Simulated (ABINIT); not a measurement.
# Si2W (I4/mmm) in ABINIT: further runs, part 2 of 2

ABINIT 10.8.3 (patched build). The steps go on from the part before.

## Step 3: Relaxation of cell and atoms, PBEsol

Input file run.abi:

```
# Pseudopotentials
pp_dirpath "./"
pseudos "W.GGA_PBE-JTH.xml, Si.GGA_PBE-JTH.xml"

# Structure
acell 3*1.0 Angstrom
rprim
    -1.6069000000     1.6069000000     3.9149500000
     1.6069000000    -1.6069000000     3.9149500000
     1.6069000000     1.6069000000    -3.9149500000
ntypat 2
znucl 74 14
natom 3
typat 1 2 2
xred
     0.0000000000     0.0000000000     0.0000000000
     0.6653000000     0.6653000000     0.0000000000
     0.3347000000     0.3347000000     0.0000000000
chkprim 0
chksymtnons 0
tolsym 1.0e-6

# Plane-wave basis
ecut 435.382180 eV
pawecutdg 32.0
pawxcdev 0

# k points
kptopt 1
ngkpt 12 12 12
nshiftk 1
shiftk 0.0 0.0 0.0

# Exchange and correlation
ixc -116133

# Bands and occupations
nband 15
occopt 3
tsmear 0.05 eV

# SCF cycle
nstep 100
tolvrs 1.0e-9

# Output
iomode 3
prtwf 0
prtden 0
prteig 0
prtebands 0

# Relaxation
ionmov 2
ntime 60
tolmxf 0.0002
optcell 2
dilatmx 1.08
ecutsm 0.5
```

Potentials or basis: JTH PAW PBE v2.0.

On the command line:

```
> abinit run.abi > log 2>&1
```

It took 12 min on 1 thread of Arm Neoverse V2, shared host; peak memory 0.21 GiB.

The run converged. Its results:

| Quantity | Value |
| --- | --- |
| Free energy | -2098.1858 eV |
| Relaxed volume | 13.37 Å³/atom |
| Relaxed cell | a = 4.519 Å, b = 4.519 Å, c = 4.519 Å, α = 138.49°, β = 138.49°, γ = 60.16° |
| Space group after relaxing (to 0.05 Å) | I4/mmm (No. 139) |
| Energy gained by relaxing | 0.6 meV/atom |
| Ionic steps | 5 |
| Pressure after relaxing | 0.0 GPa |
| Largest force after relaxing | 0.007 eV/Å |
| Band gap on the k mesh | none (metal or under the smearing width) |
| Valence electrons inside the program's atomic spheres | W 11.89; Si 1.57 |

Forces on the atoms (eV/Å):
```
W    0.000  0.000  0.000
Si   0.000  0.000  0.007
Si   0.000  0.000 -0.007
```

Stress tensor (GPa, compression positive):
```
 0.05  0.00  0.00
 0.00  0.05  0.00
 0.00  0.00 -0.04
```

Step by step:
| step | energy change (eV) | largest force (eV/Å) | pressure (GPa) | volume (Å³) |
| --- | --- | --- | --- | --- |
| 1 | 0.0000 | 0.0276 | -1.71 | 40.44 |
| 2 | -0.0015 | 0.0354 | -0.52 | 40.22 |
| 3 | -0.0018 | 0.0303 | 0.04 | 40.12 |
| 4 | -0.0018 | 0.0225 | 0.06 | 40.12 |
| 5 | -0.0018 | 0.0072 | 0.02 | 40.12 |

Final structure:
```
W Si
1.0
    -1.60156    1.60156    3.91034
     1.60156   -1.60156    3.91034
     1.60156    1.60156   -3.91034
W Si
1 2
Direct
  0.00000 0.00000 0.00000
  0.66555 0.66555 0.00000
  0.33445 0.33445 0.00000
```

Levels at points of the mesh, in eV from the Fermi level:
```
           k point  band 9  band 10  band 11  band 12  band 13  band 14
(0.00, 0.00, 0.00)   -2.89    -2.89     0.61     2.80     2.92     3.14
(0.50, 0.00, 0.00)   -2.84    -2.83    -0.46     2.70     2.81     3.96
(0.50, 0.50, 0.00)   -5.08    -3.33    -1.77     2.81     2.97     3.14
(0.50, 0.50, 0.50)   -0.85    -0.85    -0.53    -0.53     0.79     4.50
```

Caveat: the PAW data sets were made with another functional, which shifts forces and pressure a little. Spin-orbit coupling is left out, which matters for the levels of W.

## Step 4: Relaxation of cell and atoms, PBE

Input file run.abi:

```
pp_dirpath "./"
pseudos "W.GGA_PBE-JTH.xml, Si.GGA_PBE-JTH.xml"

acell 4.5267083761 4.5267083761 4.5267083761 Angstrom
rprim
    -0.3549820016     0.3549820016     0.8648558013
     0.3549820016    -0.3549820016     0.8648558013
     0.3549820016     0.3549820016    -0.8648558013
ntypat 2
znucl 74 14
natom 3
typat 1 2 2
xred
     0.0000000000     0.0000000000     0.0000000000
     0.6653000000     0.6653000000     0.0000000000
     0.3347000000     0.3347000000     0.0000000000
chkprim 0
chksymtnons 0
tolsym 1.0e-6

ecut 16.0
pawecutdg 32.0
pawxcdev 0

kptopt 1
ngkpt 10 10 10
nshiftk 1
shiftk 0.0 0.0 0.0

ixc 11

nband 15
occopt 3
tsmear 0.05 eV

nstep 100
tolvrs 1.0e-9

iomode 3
prtwf 0
prtden 0
prteig 0
prtebands 0
enunit 1

ionmov 2
ntime 60
tolmxf 5.0e-5
optcell 2
dilatmx 1.08
ecutsm 0.5
```

On the command line:

```
> abinit run.abi > log 2>&1
```

It took 6.1 min on 1 thread of Arm Neoverse V2, shared host; peak memory 0.17 GiB.

Results (log left out):

```
Free energy                                           : -2096.4227 eV
Relaxed volume                                        : 13.68 Å³/atom
Relaxed cell                                          : a = 4.548 Å, b = 4.548 Å, c = 4.548 Å, α = 138.40°, β = 138.40°, γ = 60.28°
Space group after relaxing (to 0.05 Å)                : I4/mmm (No. 139)
Energy gained by relaxing                             : 2.1 meV/atom
Ionic steps                                           : 6
Pressure after relaxing                               : 0.0 GPa
Band gap on the k mesh                                : none (metal or under the smearing width)
Valence electrons inside the program's atomic spheres : W 11.82; Si 1.54
```

Forces on the atoms (eV/Å):
```
W    0.000  0.000  0.000
Si   0.000  0.000 -0.002
Si   0.000  0.000  0.002
```

The path:
```
step  energy change (eV)  largest force (eV/Å)  pressure (GPa)  volume (Å³)
   1              0.0000                0.0468            3.37        40.44
   2             -0.0057                0.0089            0.98        40.85
   3             -0.0063                0.0054            0.03        41.03
   4             -0.0063                0.0048            0.00        41.04
   5             -0.0063                0.0028            0.00        41.04
   6             -0.0063                0.0020            0.00        41.04
```

Final structure:
```
W Si
1.0
    -1.61501    1.61501    3.93343
     1.61501   -1.61501    3.93343
     1.61501    1.61501   -3.93343
W Si
1 2
Cartesian
  0.0000 0.0000 0.0000
  0.0000 0.0000 5.2342
  0.0000 0.0000 2.6326
```

Levels at points of the mesh, in eV from the Fermi level:
```csv
k point,band 8,band 9,band 10,band 11,band 12,band 13,band 14,band 15
"(0.00, 0.00, 0.00)",-3.25,-2.82,-2.82,0.61,2.65,3.04,3.04,3.05
"(0.50, 0.00, 0.00)",-4.83,-2.76,-2.71,-0.41,2.65,2.76,3.92,4.30
"(0.50, 0.50, 0.00)",-5.52,-4.97,-3.19,-1.76,2.74,2.91,3.07,3.88
"(0.50, 0.50, 0.50)",-2.53,-0.87,-0.87,-0.49,-0.49,0.78,4.44,4.69
```

The run has no spin-orbit coupling, so splittings on W are missing. PBE usually gives volumes a little too large and moduli too small.

## Step 5: Relaxation of cell and atoms, PBE+D3

Edit run.abi of step 4 so:

```diff
@@ -30,2 +30,3 @@
 ixc 11
+vdw_xc 6
```

On the command line:

```
> abinit run.abi > log 2>&1
```

Wall time 8.1 min (1 thread of Arm Neoverse V2, shared host); peak memory 0.17 GiB.

The run converged. Its results:

```
Free energy                                           : -2097.5723 eV
Relaxed volume                                        : 13.38 Å³/atom
Relaxed cell                                          : a = 4.520 Å, b = 4.520 Å, c = 4.520 Å, α = 138.49°, β = 138.49°, γ = 60.16°
Space group after relaxing (to 0.05 Å)                : I4/mmm (No. 139)
Energy gained by relaxing                             : 0.6 meV/atom
Ionic steps                                           : 8
Pressure after relaxing                               : 0.0 GPa
Band gap on the k mesh                                : none (metal or under the smearing width)
Valence electrons inside the program's atomic spheres : W 11.87; Si 1.57
```

Step by step:
| step | energy change (eV) | largest force (eV/Å) | pressure (GPa) | volume (Å³) |
| --- | --- | --- | --- | --- |
| 1 | 0.0000 | 0.0421 | -1.58 | 40.44 |
| 2 | -0.0013 | 0.0468 | -0.47 | 40.24 |
| 3 | -0.0016 | 0.0391 | 0.06 | 40.15 |
| 4 | -0.0016 | 0.0287 | 0.09 | 40.13 |
| 5 | -0.0016 | 0.0098 | 0.04 | 40.14 |
| 6 | -0.0017 | 0.0041 | 0.00 | 40.14 |
| 7 | -0.0017 | 0.0003 | -0.01 | 40.15 |
| 8 | -0.0017 | 0.0002 | 0.00 | 40.15 |

Final structure:
```
CELL_PARAMETERS angstrom
-1.60187 1.60187 3.91134
1.60187 -1.60187 3.91134
1.60187 1.60187 -3.91134
ATOMIC_POSITIONS crystal
W 0.00000 0.00000 0.00000
Si 0.66571 0.66571 0.00000
Si 0.33429 0.33429 0.00000
```

Levels at points of the mesh, in eV from the Fermi level:
| k point | band 9 | band 10 | band 11 | band 12 | band 13 | band 14 |
| --- | --- | --- | --- | --- | --- | --- |
| (0.00, 0.00, 0.00) | -2.88 | -2.88 | 0.64 | 2.78 | 2.95 | 3.13 |
| (0.50, 0.00, 0.00) | -2.81 | -2.81 | -0.44 | 2.75 | 2.79 | 3.96 |
| (0.50, 0.50, 0.00) | -5.07 | -3.31 | -1.76 | 2.78 | 3.02 | 3.18 |
| (0.50, 0.50, 0.50) | -0.87 | -0.87 | -0.51 | -0.51 | 0.82 | 4.47 |

Caveat: pairwise dispersion overbinds metals, which lowers pressure and volume. Spin-orbit coupling is left out, which matters for the levels of W.

## Step 6: Relaxation of cell and atoms, PBE+D3(BJ)

Edit run.abi of step 5 so:

```diff
@@ -30,3 +30,3 @@
 ixc 11
-vdw_xc 6
+vdw_xc 7
```

Potentials or basis: JTH PAW PBE v2.0.

On the command line:

```
> abinit run.abi > log 2>&1
```

Wall time 8.3 min (1 thread of Arm Neoverse V2, shared host); peak memory 0.17 GiB.

Results (log left out):

- Free energy: -2098.1414 eV
- Relaxed volume: 13.26 Å³/atom
- Relaxed cell: a = 4.506 Å, b = 4.506 Å, c = 4.506 Å, α = 138.49°, β = 138.49°, γ = 60.15°
- Space group after relaxing (to 0.05 Å): I4/mmm (No. 139)
- Energy gained by relaxing: 2.6 meV/atom
- Ionic steps: 8
- Pressure after relaxing: 0.0 GPa
- Band gap on the k mesh: none (metal or under the smearing width)
- Valence electrons inside the program's atomic spheres: W 11.91; Si 1.58

The path:
| step | energy change (eV) | largest force (eV/Å) | pressure (GPa) | volume (Å³) |
| --- | --- | --- | --- | --- |
| 1 | 0.0000 | 0.0381 | -3.67 | 40.44 |
| 2 | -0.0068 | 0.0623 | -1.12 | 39.98 |
| 3 | -0.0077 | 0.0588 | 0.04 | 39.78 |
| 4 | -0.0078 | 0.0459 | 0.09 | 39.77 |
| 5 | -0.0079 | 0.0110 | 0.04 | 39.77 |
| 6 | -0.0079 | 0.0050 | 0.00 | 39.77 |
| 7 | -0.0079 | 0.0001 | -0.01 | 39.77 |
| 8 | -0.0079 | 0.0002 | 0.00 | 39.77 |

Final structure:
```yaml
crystal:
  lattice:
    - [-1.59683, 1.59683, 3.89929]
    - [1.59683, -1.59683, 3.89929]
    - [1.59683, 1.59683, -3.89929]
  atoms:
    - { symbol: W, position: [0.00000, 0.00000, 0.00000] }
    - { symbol: Si, position: [0.66585, 0.66585, 0.00000] }
    - { symbol: Si, position: [0.33415, 0.33415, 0.00000] }
```

Levels at points of the mesh, in eV from the Fermi level:
```tsv
k point	band 9	band 10	band 11	band 12	band 13	band 14
(0.00, 0.00, 0.00)	-2.92	-2.92	0.65	2.83	2.91	3.17
(0.50, 0.00, 0.00)	-2.85	-2.83	-0.45	2.79	2.81	4.00
(0.50, 0.50, 0.00)	-5.11	-3.35	-1.76	2.81	3.06	3.23
(0.50, 0.50, 0.50)	-0.87	-0.87	-0.52	-0.52	0.83	4.51
```

Caveat: pairwise dispersion overbinds metals, which lowers pressure and volume. Spin-orbit coupling is left out, which matters for the levels of W.

## Step 7: Summary

```csv
level,potentials or basis,k mesh,force stop (Ha/bohr),gap on the mesh (eV),pressure (GPa),relaxed volume (Å³/atom),largest force (eV/Å)
LDA,JTH PAW LDA v2.0,12 × 12 × 12,0.0002,none,0.0,13.15,0.01
PBEsol,JTH PAW PBE v2.0,12 × 12 × 12,0.0002,none,0.0,13.37,0.01
PBE,JTH PAW PBE v2.0,10 × 10 × 10,5e-05,none,0.0,13.68,-
PBE+D3,JTH PAW PBE v2.0,10 × 10 × 10,5e-05,none,0.0,13.38,-
PBE+D3(BJ),JTH PAW PBE v2.0,10 × 10 × 10,5e-05,none,0.0,13.26,-
```

Alike in all rows: task relaxation of cell and atoms; no spin polarisation; cell relaxed; cutoff (eV) 435; smearing fermi-dirac 0.05 eV.

Caveats: pairwise dispersion overbinds metals, which lowers pressure and volume (some runs); the PAW data sets were made with another functional, which shifts forces and pressure a little (some runs).

Total energies depend on the potentials used, so only differences within one code and one set of settings carry meaning.
